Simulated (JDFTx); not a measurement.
KF (Carobbiite) under changes of volume

One of the cells (19.074 Å³/atom); the others are scaled copies at fixed shape and fractional positions:

```
K F
1.0
     0.00000    2.67185    2.67185
     2.67185    0.00000    2.67185
     2.67185    2.67185    0.00000
K F
1 1
Direct
  0.00000 0.00000 0.00000
  0.50000 0.50000 0.50000
```

| Property | Result |
| --- | --- |
| Program | JDFTx 1.7.0 (patched build) |
| Functional | PBE |
| Potentials or basis | PseudoDojo-SR-PBE-0.5-standard |
| Cutoff | 1143 eV |
| Density cutoff | 4572 eV |
| k mesh | 9 × 9 × 9 |
| Occupations | fermi-dirac, width 0.05 eV |
| Spin | no spin polarisation |

```tsv
volume (Å³/atom)	energy over the lowest point (meV/atom)	pressure (GPa)	gap on the mesh (eV)
17.929	20.76	3.8	6.54
18.311	12.83	2.8	6.42
18.692	7.00	2.0	6.31
19.074	?	?	?
19.455	0.78	0.6	6.09
19.837	0.00	0.0	6.00
20.218	0.56	-0.5	5.90
```

Task: What does the run at 19.074 Å³/atom give?

Result: Energy over the lowest point 3.05 meV/atom; pressure 1.3 GPa; gap on the mesh 6.20 eV.

Worked out: A Birch-Murnaghan fit of order 3 (a polynomial in V^(-2/3)) to the other rows has its minimum at 19.86 Å³/atom with B0 = V·E''(V) = 29 GPa and B' = 4.8. It gives 3.05 meV/atom at 19.074 Å³/atom, against the run's 3.05, and -dE/dV = 1.3 GPa, against 1.3. A straight line through the other rows of the gap, of slope -5.32 eV per unit of ln V (its deformation potential), gives 6.20 eV, against the run's 6.20.

Energies are extrapolated to zero smearing.

Caveats: the empty levels aren't tightly converged; an odd mesh through Γ misses points on the zone boundary, where band edges often lie.
